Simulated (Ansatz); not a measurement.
# HfO2: the cost of one run

All numbers below are computed with Ansatz 0.2.0 (DFT PBE, scalar-relativistic, plane waves, PAW).

5 further runs of the same task are left out: 5 set aside as unsound or not needed.

### Step 1. The system as given

The cell holds 24 atoms (GdHf7O16): a = 6.783 Å, b = 7.335 Å, c = 7.335 Å, α = 90.57°, β = 116.24°, γ = 116.24°.

As a file:

```cif
data_structure
_symmetry_space_group_name_H-M 'P 1'
_symmetry_Int_Tables_number 1
_cell_length_a 6.7826
_cell_length_b 7.3349
_cell_length_c 7.3349
_cell_angle_alpha 90.566
_cell_angle_beta 116.242
_cell_angle_gamma 116.242
_cell_volume 283.84
loop_
_atom_site_label
_atom_site_type_symbol
_atom_site_fract_x
_atom_site_fract_y
_atom_site_fract_z
_atom_site_occupancy
Gd1 Gd 0.29163 0.01221 0.55515 1
Hf1 Hf 0.29163 0.51221 0.05515 1
Hf2 Hf 0.20837 0.44485 0.48779 1
Hf3 Hf 0.20837 0.94485 0.98779 1
Hf4 Hf 0.70837 0.48779 0.94485 1
Hf5 Hf 0.70837 0.98779 0.44485 1
Hf6 Hf 0.79163 0.05515 0.01221 1
Hf7 Hf 0.79163 0.55515 0.51221 1
O1 O 0.02335 0.10766 0.36487 1
O2 O 0.02335 0.60766 0.86487 1
O3 O 0.47665 0.13513 0.89234 1
O4 O 0.47665 0.63513 0.39234 1
O5 O 0.97665 0.39234 0.13513 1
O6 O 0.97665 0.89234 0.63513 1
O7 O 0.52335 0.36487 0.60766 1
O8 O 0.52335 0.86487 0.10766 1
O9 O 0.65158 0.02367 0.69503 1
O10 O 0.65158 0.52367 0.19503 1
O11 O 0.84842 0.80497 0.97633 1
O12 O 0.84842 0.30497 0.47633 1
O13 O 0.34842 0.47633 0.80497 1
O14 O 0.34842 0.97633 0.30497 1
O15 O 0.15158 0.69503 0.52367 1
O16 O 0.15158 0.19503 0.02367 1
```

The host was relaxed before at PBE: a = 5.161 Å, b = 5.212 Å, c = 5.352 Å, α = 90.00°, β = 99.67°, γ = 90.00° (conventional cell), 11.827 Å³/atom.

Places, in fractions of the supercell: Gd in place of Hf at (0.292, 0.012, 0.555). The start keeps the symmetry of the ideal site.

### Step 2. Band edges of the host over the zone

Contents of input.yaml:

```yaml
crystal:
  lattice:
    - [5.1609175149, 0.0, -0.0053570778]
    - [0.0, 5.2121208417, 0.0]
    - [-0.8931189391, 0.0, 5.2768890544]
  atoms:
    - { symbol: Hf, position: [0.275734822, 0.457061289, 0.7083732281] }
    - { symbol: Hf, position: [0.724265178, 0.957061289, 0.7916267719] }
    - { symbol: Hf, position: [0.724265178, 0.542938711, 0.2916267719] }
    - { symbol: Hf, position: [0.275734822, 0.042938711, 0.2083732281] }
    - { symbol: O, position: [0.4491836591, 0.7427864425, 0.9766480951] }
    - { symbol: O, position: [0.5508163409, 0.2427864425, 0.5233519049] }
    - { symbol: O, position: [0.5508163409, 0.2572135575, 0.0233519049] }
    - { symbol: O, position: [0.4491836591, 0.7572135575, 0.4766480951] }
    - { symbol: O, position: [0.0671197899, 0.3286477954, 0.3484185038] }
    - { symbol: O, position: [0.9328802101, 0.8286477954, 0.1515814962] }
    - { symbol: O, position: [0.9328802101, 0.6713522046, 0.6515814962] }
    - { symbol: O, position: [0.0671197899, 0.1713522046, 0.8484185038] }
basis:
  ecutwfc: 420
  xc_grid: 2
kpoints:
  mp_grid: { grid: [4, 4, 4] }
  band_path: { path: [VBM, CBM], npoints: 2 }
hamiltonian:
  xc: pbe
scf:
  occupations: { method: gaussian, width: 0.02 }
output:
  forces: true
  stress: true
  eigenvalues: true
```

Command:

```console
$ ansatz run input.yaml --threads 8 --pin off --max-ram 16384MiB --backend cpu --events-out ev --progress --plain --runs-dir out
```

**Question.** How long does this run take on 8 threads of Arm Neoverse V2, shared host, and how much memory does it need?

About 27 s, with a peak of 1.1 GiB.
